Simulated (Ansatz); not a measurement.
# In: the cost of one run

Computed with Ansatz 0.2.0 (DFT PBE+D3(BJ), scalar-relativistic, plane waves, PAW, unless a step's input says otherwise).

### 1 The system as given

It takes space group P6_3/mmc (No. 194, hexagonal). The conventional cell has a = 3.335 Å, b = 3.335 Å, c = 5.509 Å, α = 90.00°, β = 90.00°, γ = 120.00°. Around In (site symmetry -6m2) lie 12 In at 3.34 to 3.36 Å.

Structure file:

```
CELL_PARAMETERS angstrom
3.33548 0.00000 0.00000
-1.66774 2.88861 0.00000
0.00000 0.00000 5.50914
ATOMIC_POSITIONS crystal
In 0.33333 0.66667 0.25000
In 0.66667 0.33333 0.75000
```

The structure comes from the Materials Project (structure only).

### 2 Probe: one point at the start

The input, input.yaml:

```yaml
crystal:
  lattice:
    - [3.335484782, 0.0, 0.0]
    - [-1.667742391, 2.8886145552, 0.0]
    - [0.0, 0.0, 5.50914292]
  atoms:
    - { symbol: In, position: [0.33333333, 0.66666667, 0.25] }
    - { symbol: In, position: [0.66666667, 0.33333333, 0.75] }
basis:
  ecutwfc: 420
kpoints:
  mp_grid: { grid: [6, 6, 4] }
hamiltonian:
  xc: pbe
  dispersion: d3bj
scf:
  occupations: { method: gaussian, width: 0.1 }
output:
  forces: true
  stress: true
  eigenvalues: true
```

On the command line:

```console
$ ansatz run input.yaml --threads 1 --pin off --max-ram 1228MiB --backend cpu --events-out ev --progress --plain --runs-dir out
```

What time and memory should one allow on 1 thread of an Arm CPU, shared host?

About 2.1 s, with a peak of 0.31 GiB.
